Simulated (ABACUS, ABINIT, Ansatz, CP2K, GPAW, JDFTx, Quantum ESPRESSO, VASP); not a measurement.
## Hf: programs and potentials compared

```
CELL_PARAMETERS angstrom
3.19670 0.00000 0.00000
-1.59835 2.76842 0.00000
0.00000 0.00000 5.05780
ATOMIC_POSITIONS crystal
Hf 0.66667 0.33333 0.75000
Hf 0.33333 0.66667 0.25000
```

Alike in all runs: task single point; functional PBE; k mesh 10 × 10 × 5; occupations fermi-dirac, width 0.05 eV; no spin polarisation; no spin-orbit coupling. Pressure is positive in compression and, in plane waves, holds the error of the finite cutoff, which Ansatz's Pulay term estimates and takes out.

| program and potentials | plane-wave cutoff (eV) | notes | pressure (GPa) |
| --- | --- | --- | --- |
| JDFTx, PseudoDojo-SR-PBE-0.5-standard | 789 | 12 valence electrons an atom on average | 0.64 |
| ABINIT, JTH PAW PBE v2.0 | 517 | 12 valence electrons an atom on average | ? |
| Ansatz, Ansatz PAW (earlier soft set) | 420 | 26 valence electrons an atom on average; Pulay term of +0.05 GPa included | 0.59 |
| VASP, PBE PAW files Hf_pv, 520 eV | 520 | 10 valence electrons an atom on average | 0.15 |
| Quantum ESPRESSO, SSSP 1.3 efficiency PBE | 816 | 12 valence electrons an atom on average | 0.65 |
| GPAW, GPAW PAW data sets (gpaw-data 1.2.1) | 600 | 12 valence electrons an atom on average | 0.91 |
| Ansatz, all-electron LAPW, scalar-relativistic | - | - | 0.61 |
| ABACUS, PseudoDojo NC SR 0.4.1 PBE standard, plane waves | 789 | 12 valence electrons an atom on average | 0.64 |
| CP2K, POTENTIAL_UZH Hf GTH-PBE-q12; TZVP-MOLOPT-PBE-GTH basis | - | atomic basis; 12 valence electrons an atom on average | 0.80 |

**Question.** Estimate from the other rows what the run with ABINIT, JTH PAW PBE v2.0 gave.

**Answer.** Pressure 0.49 GPa. The other rows, which needn't bracket it: pressure 0.15 to 0.91.
